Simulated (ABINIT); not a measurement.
Wanted: the native input for an ABINIT 10.8.3 (patched build) run.

```
Task                : band structure
Functional          : SCAN
Potentials or basis : SG15 NC PBE v1.2
Cutoff              : 980 eV
k mesh              : 11 × 11 × 11
Occupations         : fermi-dirac, width 0.05 eV
Spin                : no spin polarisation
```

Crystal: Al.

```xyz
1
Lattice="0.0000 2.0248 2.0248 2.0248 0.0000 2.0248 2.0248 2.0248 0.0000" Properties=species:S:1:pos:R:3 pbc="T T T"
Al    0.0000    0.0000    0.0000
```

One way to write it, as run:

run.abi

```
ndtset 2

pp_dirpath "./"
pseudos "Al_ONCV_PBE-1.2.upf"

acell 5.4112434042 5.4112434042 5.4112434042
rprim
     0.0000000000     0.7071067812     0.7071067812
     0.7071067812     0.0000000000     0.7071067812
     0.7071067812     0.7071067812     0.0000000000
ntypat 1
znucl 13
natom 1
typat 1
xcart
     0.0000000000     0.0000000000     0.0000000000

ecut 36.0

ixc -263267
usekden 1

occopt 3
tsmear 0.00183747

nstep 100

iomode 3
prtwf 0
prteig 0
prtebands 0
enunit 2
prtden1 1
prtkden1 1

kptopt1 1
ngkpt1 11 11 11
nshiftk1 1
shiftk1 0.0 0.0 0.0
nband1 10
tolvrs1 1.0e-9

iscf2 -2
getden2 1
getkden2 1
nband2 14
nbdbuf2 2
tolwfr2 1.0e-12
kptopt2 -9
ndivsm2 5
prteig2 1
kptbounds2
     0.0000000000     0.0000000000     0.0000000000
     0.5000000000     0.0000000000     0.5000000000
     0.5000000000     0.2500000000     0.7500000000
     0.3750000000     0.3750000000     0.7500000000
     0.0000000000     0.0000000000     0.0000000000
     0.5000000000     0.5000000000     0.5000000000
     0.6250000000     0.2500000000     0.6250000000
     0.5000000000     0.2500000000     0.7500000000
     0.5000000000     0.5000000000     0.5000000000
     0.3750000000     0.3750000000     0.7500000000
```

Potentials or basis: SG15 NC PBE v1.2.

Run with:

```console
$ abinit run.abi > log 2>&1
```

It gave:

```json
{"Pressure": "-1.0 GPa", "Band gap on the k mesh": "none (metal or under the smearing width)", "Valence electrons inside the program's atomic spheres": "Al 8.83 (radii [1.0584] Å)"}
```

Caveat: the potentials were made for another functional, which shifts forces and pressure.

Run time: 4.3 min on 1 thread of Arm Neoverse N1 (shared host), peak memory 0.11 GiB.
